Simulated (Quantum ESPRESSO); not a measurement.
An input for Quantum ESPRESSO 7.5 (BeTe):

Contents of pw.in:

```
&CONTROL
  calculation = 'scf'
  prefix = 'pwscf'
  outdir = './tmp'
  pseudo_dir = './pseudo'
  tprnfor = .true.
  tstress = .true.
  disk_io = 'nowf'
/
&SYSTEM
  ibrav = 0
  nat = 2
  ntyp = 2
  ecutwfc = 63
  ecutrho = 506
  nbnd = 10
  input_dft = 'pz'
  occupations = 'smearing'
  smearing = 'fd'
  degauss = 0.00367493
  lspinorb = .true.
/
&ELECTRONS
  conv_thr = 4d-10
  electron_maxstep = 60
  mixing_beta = 0.5
/
ATOMIC_SPECIES
Te   127.6000 Te_pbe_v1.uspp.F.UPF
Be     9.0122 be_pbe_v1.4.uspp.F.UPF
CELL_PARAMETERS angstrom
   0.0000000000    2.7700000000    2.7700000000
   2.7700000000    0.0000000000    2.7700000000
   2.7700000000    2.7700000000    0.0000000000
ATOMIC_POSITIONS crystal
Te     0.7500000000    0.7500000000    0.7500000000
Be     0.0000000000    0.0000000000    0.0000000000
K_POINTS automatic
8 8 8 0 0 0
```

Potentials or basis: SSSP 1.3 efficiency PBE.

Launch:

```sh
$ OMP_NUM_THREADS=1 pw.x -in pw.in > pw.out
```

**Question.** How does this run end?

**Answer.** The run stopped without a result. It printed:

pw.out:

```text
This program is part of the open-source Quantum ESPRESSO suite
     for quantum simulation of materials; please cite
         "P. Giannozzi et al., J. Phys.:Condens. Matter 21 395502 (2009);
         "P. Giannozzi et al., J. Phys.:Condens. Matter 29 465901 (2017);
         "P. Giannozzi et al., J. Chem. Phys. 152 154105 (2020);
     in publications or presentations arising from this work. More details at

     IMPORTANT: XC functional enforced from input :
     Exchange-correlation= PZ
                           (   1   1   0   0   0   0   0)
     Any further DFT definition will be discarded
     Please, verify this is what you really want

 %%%%%%%%%%%%%%%%%%%%%%%%%%%%%%%%%%%%%%%%%%%%%%%%%%%%%%%%%%%%%%%%%%%%%%%%%%%%%%
     Error in routine setup (1):
     spin orbit requires a non collinear calculation
 %%%%%%%%%%%%%%%%%%%%%%%%%%%%%%%%%%%%%%%%%%%%%%%%%%%%%%%%%%%%%%%%%%%%%%%%%%%%%%

     stopping ...
```
